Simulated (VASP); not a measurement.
# I (C2/m) in VASP: settings compared

Aim: see how the results for I move with the level of theory and the settings. Levels: r2SCAN, PBE. Tasks: single point.

Program: VASP 6.6.1. These are calculated values, not measurements. Logs are shortened: lines on timing, memory, paths and dates and some standing lists are left out, and cuts for length are marked.

### Step 1. The crystal as given

Symmetry: C2/m, No. 12, monoclinic system. The conventional cell has a = 5.077 Å, b = 7.413 Å, c = 2.880 Å, α = 90.00°, β = 124.24°, γ = 90.00°. Around I (site symmetry 2/m) lie 2 I at 2.88 Å.

### Step 2. Single point, r2SCAN

Input file INCAR:

```
PREC     = Accurate       # precision mode
ENCUT    = 460            # plane-wave cutoff, eV
EDIFF    = 1E-6           # SCF threshold, eV
ISMEAR   = -5             # smearing method
SIGMA    = 0.05           # smearing width, eV
LREAL    = F              # projectors in reciprocal space
LASPH    = T              # aspherical terms in the spheres
NELM     = 100            # most SCF steps
ALGO     = Normal         # electronic algorithm
ISIF     = 2              # what is computed and relaxed
LWAVE    = F              # write WAVECAR
LCHARG   = F              # write CHGCAR
METAGGA  = R2SCAN         # meta-GGA
LMIXTAU  = T            
NBANDS   = 10             # bands
ADDGRID  = F
```

Input file KPOINTS:

```
Automatic mesh
0
Gamma
  9 9 14
```

Input file POSCAR:

```
I
1.0
    2.5383465792     -3.7066249365      0.0000000000
    2.5383465792      3.7066249365      0.0000000000
   -1.6208748370      0.0000000000      2.3810977968
I
1
Direct
    0.5000000000      0.5000000000      0.5000000000
```

Potentials or basis: VASP PAW PBE potentials, release 64 (I).

The run is started by

```sh
> cat potpaw_PBE.64/I/POTCAR > POTCAR
> mpirun -np 1 vasp_std > vasp.out
```

OUTCAR:

```text
PREC = Accurate
   ENCUT = 460
   EDIFF = 1E-6
   ISMEAR = -5
   LREAL = F
   LASPH = T
   NELM = 100
   ISIF = 2
   METAGGA = R2SCAN

 Found    320 irreducible k-points:

 Following reciprocal coordinates:
            Coordinates               Weight
  0.000000  0.000000  0.000000      1.000000
  0.111111 -0.000000  0.000000      4.000000
  0.222222 -0.000000 -0.000000      4.000000
  0.333333 -0.000000  0.000000      4.000000
  0.444444 -0.000000 -0.000000      4.000000
  0.111111  0.111111  0.000000      2.000000
   k-points           NKPTS =    320   k-points in BZ     NKDIM =    320   number of bands    NBANDS=     10
   number of dos      NEDOS =    301   number of ions     NIONS =      1
   total plane-waves  NPLWV =  20480
   dimension x,y,z NGX =    32 NGY =   32 NGZ =   20
   dimension x,y,z NGXF=    64 NGYF=   64 NGZF=   40
   ions per type =               1
   NGX,Y,Z   is equivalent  to a cutoff of  11.84, 11.84, 11.54 a.u.
   NGXF,Y,Z  is equivalent  to a cutoff of  23.68, 23.68, 23.09 a.u.
 SYSTEM =  unknown system
   PREC   = accura    normal or accurate (medium, high low for compatibility)
   ISTART =      0    job   : 0-new  1-cont  2-samecut
   ICHARG =      2    charge: 1-file 2-atom 10-const
   ISPIN  =      1    spin polarized calculation?
   LNONCOLLINEAR =      F non collinear calculations
   LSORBIT =      F    spin-orbit coupling
   LASPH  =      T    aspherical Exc in radial PAW
   ENCUT  =  460.0 eV  33.81 Ry    5.81 a.u.   7.86  7.86  5.04*2*pi/ulx,y,z
   NELM   =    100;   NELMIN=  2; NELMDL= -5     # of ELM steps
   EDIFF  = 0.1E-05   stopping-criterion for ELM
   LREAL  =      F    real-space projection
   EDIFFG = 0.1E-04   stopping-criterion for IOM
   NSW    =      0    number of steps for IOM
   IBRION =     -1    ionic relax: 0-MD 1-quasi-New 2-CG
   NFREE  =      0    steps in history (QN), initial steepest desc. (CG)
   ISIF   =      2    stress and relaxation
   ISYM   =      2    0-nonsym 1-usesym 2-fastsym
   POTIM  = 0.5000    time-step for ionic-motion
   TEBEG  =    0.0;   TEEND  =   0.0 temperature during run
   PSTRESS=    0.0 pullay stress
   NELECT =       7.0000    total number of electrons
   NUPDOWN=      -1.0000    fix difference up-down
   EMIN   =  10.00;   EMAX   =-10.00  energy-range for DOS
   EFERMI =   0.00;   METHOD = LEGACY
   ISMEAR =    -5;   SIGMA  =   0.05  broadening in eV -4-tet -1-fermi 0-gaus
   EFERMI_NEDOS =   21; number of points for ismear=-14 and -15
   IALGO  =     38    algorithm
   IMIX   =      4    mixing-type and parameters
     AMIX     =   0.40;   BMIX     =  1.00
     AMIX_MAG =   1.60;   BMIX_MAG =  1.00
  volume/ion in A,a.u.               =      44.81       302.37
  Fermi-wavevector in a.u.,A,eV,Ry     =   0.881716  1.666201 10.577477  0.777423
  Thomas-Fermi vector in A             =   2.002249
   LORBIT       =      0    0 simple, 1 ext, 2 COOP (PROOUT), +10 PAW based schemes
   METAGGA = R2SCAN    functional components
   LHFCALC =     F    Hartree Fock is set to
   AEXX    =    0.0000 exact exchange contribution
   IVDW    =     0    specifies the selected vdW correction
   LEPSILON=     F    determine dielectric tensor
   LRPA    =     F    only Hartree local field effects (RPA)
 non-spin polarized calculation
 Fermi weights with tetrahedron method with Bloechl corrections
  energy-cutoff  :      460.00
  volume of cell :       44.81
 maximum number of plane-waves:      1019
   NGX = 15   NGY = 15   NGZ = 11

 number of electron       7.0000001 magnetization

 Free energy of the ion-electron system (eV)
  ---------------------------------------------------
  ext. energy  EPLUGINS =         0.00000000
  ---------------------------------------------------
  free energy    TOTEN  =       -24.43577347 eV

  energy without entropy =      -24.43577347  energy(sigma->0) =      -24.43577347

 E-fermi :   1.6949     XC(G=0):  -8.1508

 val. band max:        1.7358264031   @ k =  -0.3333   0.0000   0.3571
 cond. band min:       1.7373540715   @ k =   0.2222   0.2222   0.4286
 fundamental gap:      0.0015276684
 Fermi energy:         1.6949005791

 k-point     1 :       0.0000    0.0000    0.0000
  band No.  band energies     occupation
      1     -12.1577      2.00000
      2       0.2474      2.00000
      3       0.2551      2.00000
      4       6.2145      0.00000
      5       6.7319      0.00000
      6      10.2404      0.00000
      7      10.5691      0.00000
      8      13.2031      0.00000
      9      13.3981      0.00000
     10      18.7569      0.00000

 k-point     2 :       0.1111   -0.0000    0.0000
  band No.  band energies     occupation
      1     -12.1247      2.00000
      2      -0.0739      2.00000
      3       0.1893      2.00000
      4       6.2165      0.00000
      5       7.1961      0.00000
      6       9.9366      0.00000
      7      10.6534      0.00000
      8      13.3975      0.00000
      9      14.2239      0.00000
     10      18.7996      0.00000

 k-point     3 :       0.2222   -0.0000   -0.0000
  band No.  band energies     occupation
      1     -12.0386      2.00000
      2      -0.7653      2.00000
      3       0.0345      2.00000
      4       6.2216      0.00000
      5       7.9084      0.00000
      6       9.6999      0.00000
      7      11.5612      0.00000
      8      13.4007      0.00000
      9      16.2977      0.00000
     10      19.0186      0.00000

 k-point     4 :       0.3333   -0.0000    0.0000
  band No.  band energies     occupation
      1     -11.9363      2.00000
      2      -1.4199      2.00000
      3      -0.1294      2.00000
      4       6.2277      0.00000
      5       7.7258      0.00000
      6      10.9858      0.00000
      7      12.9755      0.00000
      8      13.4022      0.00000
      9      18.8067      0.00000
     10      18.8356      0.00000

 k-point     5 :       0.4444   -0.0000   -0.0000
  band No.  band energies     occupation
      1     -11.8668      2.00000
      2      -1.8003      2.00000
      3      -0.2304      2.00000
      4       6.2318      0.00000
      5       7.4650      0.00000
      6      12.5656      0.00000
      7      13.3447      0.00000
      8      14.6838      0.00000
      9      17.2401      0.00000
     10      18.0330      0.00000

 k-point     6 :       0.1111    0.1111    0.0000
  band No.  band energies     occupation
      1     -12.0625      2.00000
      2      -0.5841      2.00000
      3       0.0763      2.00000
      4       6.2409      0.00000
      5       7.9143      0.00000
      6       9.3995      0.00000
      7      11.3408      0.00000
      8      13.4790      0.00000
      9      15.7390      0.00000
     10      19.0444      0.00000

 [... further k-points ...]

------------------------ aborting loop because EDIFF is reached ----------------------------------------

  FORCE on cell =-STRESS in cart. coord.  units (eV):
  Direction    XX          YY          ZZ          XY          YZ          ZX
  --------------------------------------------------------------------------------------
  -------------------------------------------------------------------------------------
  Total        0.1303483      0.0241900      0.5280498      0.0000000      0.0000000     -0.5227266
  in kB        4.6610023      0.8649879     18.8820302      0.0000000      0.0000000    -18.6916839
  external PRESSURE =       8.1360068 kB  Pullay stress =       0.0000000 kB

 VOLUME and BASIS-vectors are now :
 -----------------------------------------------------------------------------
  energy-cutoff  :      460.00
  volume of cell :       44.81
      direct lattice vectors                 reciprocal lattice vectors
     2.538346579 -3.706624936  0.000000000     0.196978618 -0.134893605  0.134088438
     2.538346579  3.706624936  0.000000000     0.196978618  0.134893605  0.134088438
    -1.620874837  0.000000000  2.381097797     0.000000000  0.000000000  0.419974350

 POSITION                                       TOTAL-FORCE (eV/Angst)
 -----------------------------------------------------------------------------------
      1.72791      0.00000      1.19055         0.000000      0.000000      0.000000
 -----------------------------------------------------------------------------------
    total drift:                               -0.000000     -0.000000     -0.000000

  FREE ENERGIE OF THE ION-ELECTRON SYSTEM (eV)
  ---------------------------------------------------
  free  energy   TOTEN  =       -24.4357734717 eV

  energy  without entropy=      -24.4357734717  energy(sigma->0) =      -24.43577347
```

Run time: 3.6 min. Hardware: 1 thread of Intel Xeon Platinum 8375C at 2.90GHz (Ice Lake), shared host; peak memory 0.25 GiB.

These settings aren't checked as converged: the numbers below hold their error.

Results:

```yaml
Free_energy: -24.4358 eV
Pressure: 0.8 GPa
Band_gap_on_the_k_mesh: none (metal or under the smearing width)
```

Caveat: the PAW data sets were made with another functional, which shifts forces and pressure a little; an odd number of electrons without spin polarisation forces a metal; a magnetic or distorted state may lie lower; tetrahedron occupations give inexact forces and stress in metals.

### Step 3. Single point, PBE

Input file INCAR:

```
SYSTEM = I
ALGO = Normal
EDIFF = 1E-6
ENCUT = 500
GGA = PE
ISIF = 2
ISMEAR = 0
LASPH = .TRUE.
LCHARG = .TRUE.
LELF = .TRUE.
LREAL = .FALSE.
LVHAR = .TRUE.
LWAVE = .FALSE.
NELM = 60
PREC = Accurate
SIGMA = 0.02
```

Input file KPOINTS:

```
k-points
0
G
  4 4 6
  0 0 0
```

POSCAR is that of step 2.

Potentials or basis: VASP PAW PBE potentials, release 64 (I_GW).

The run is started by

```sh
> cat potpaw_PBE.64/I_GW/POTCAR > POTCAR
> mpirun -np 1 vasp_std > vasp.out
```

It took 4.6 s on 1 thread of Intel Xeon 6975P-C (Granite Rapids), shared host; peak memory 0.17 GiB.

The run converged. Its results:

```
Free energy            : -1.3427 eV
Pressure               : 0.8 GPa
Band gap on the k mesh : none (metal or under the smearing width)
```

Stress tensor (GPa, compression positive):
```
1.14 0.00 0.87
0.00 0.79 0.00
0.87 0.00 0.48
```

Levels at points of the mesh, in eV from the Fermi level:
```
           k point  band 1  band 2  band 3  band 4  band 5  band 6  band 7
(0.00, 0.00, 0.00)  -14.06   -2.02   -1.94    3.45    3.93    7.52    7.80
(0.50, 0.00, 0.00)  -13.78   -3.99   -2.48    3.47    4.72   10.11   10.24
(0.50, 0.50, 0.00)  -13.81   -3.97   -2.37    3.26    4.79    9.53   10.11
(0.00, 0.00, 0.50)  -11.02   -6.05   -1.30   -0.61    4.76    5.83   11.31
(0.50, 0.00, 0.50)  -11.17   -6.20   -0.78   -0.02    5.41    7.65    9.16
(0.50, 0.50, 0.50)  -11.02   -6.04   -1.31   -0.63    4.75    5.79   11.35
```

Caveat: the k mesh is coarse (spacing up to 0.44 Å⁻¹), so the values aren't converged; an odd number of electrons without spin polarisation forces a metal; a magnetic or distorted state may lie lower. Spin-orbit coupling is left out, which matters for the levels of I.

(Continued in part 2 of 2.)
